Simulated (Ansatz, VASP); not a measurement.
**MgSe: VASP beside Ansatz**

```
CELL_PARAMETERS angstrom
0.00000 2.71612 2.71612
2.71612 0.00000 2.71612
2.71612 2.71612 0.00000
ATOMIC_POSITIONS crystal
Mg 0.00000 0.00000 0.00000
Se 0.50000 0.50000 0.50000
```

Alike in both runs: task single point; functional PBE; k mesh 8 × 8 × 8; occupations gaussian, width 0.02 eV; no spin polarisation.

```csv
,VASP,Ansatz
version,VASP 6.6.1,Ansatz 0.2.0
potentials or method,"VASP PAW PBE potentials, release 64 (Mg, Se)","scalar-relativistic, plane waves, PAW"
plane-wave cutoff (eV),520,420
valence electrons in the cell,8,26
```

Ansatz gave:

```
gap on the k mesh at the Fermi level (eV) : 1.84
least direct gap on the mesh (eV)         : 2.68
pressure (GPa)                            : 2.8
```

**Question.** Which values does VASP return?

**Answer.** gap on the k mesh at the Fermi level (eV): 1.82; least direct gap on the mesh (eV): 2.67; pressure (GPa): 2.6.

The two sets of potentials don't hold the same shells in valence.

A k mesh can miss the band edges.
